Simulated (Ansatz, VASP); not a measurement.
## One calculation of SiO2, two programs

```
Si O
1.0
    -2.37405    2.37405    3.74400
     2.37405   -2.37405    3.74400
     2.37405    2.37405   -3.74400
Si O
2 4
Direct
  0.00000 0.00000 0.00000
  0.75000 0.25000 0.50000
  0.99838 0.62500 0.87338
  0.37500 0.24838 0.37338
  0.75162 0.12500 0.12662
  0.87500 0.00162 0.62662
```

Alike in both runs: task single point; functional PBE; k mesh 6 × 6 × 6; occupations gaussian, width 0.1 eV; no spin polarisation.

|  | VASP | Ansatz |
| --- | --- | --- |
| version | VASP 6.6.1 | Ansatz 0.2.0 |
| potentials or method | VASP PAW PBE potentials, release 64 (Si, O) | scalar-relativistic, plane waves, PAW |
| plane-wave cutoff (eV) | 520 | 420 |
| valence electrons in the cell | 32 | 32 |

|  | VASP | Ansatz | Ansatz less VASP |
| --- | --- | --- | --- |
| gap on the k mesh at the Fermi level (eV) | 6.04 | 6.04 | +0.002 |
| least direct gap on the mesh (eV) | 6.04 | 6.04 | +0.002 |
| pressure (GPa) | 3.7 | 3.5 | -0.17 |
| largest component of the traceless stress (GPa) | 1.25 | 1.31 | +0.055 |
| rms of the force components (eV/Å) | 0.063 | 0.062 | -0.0011 |

Atom by atom the forces differ by 0.001 eV/Å (rms over components). The functional is the same, so the differences come from potentials, cutoffs and numerics.

A k mesh can miss the band edges. Expect the measured gap to be larger: semilocal functionals such as PBE lack the derivative discontinuity.
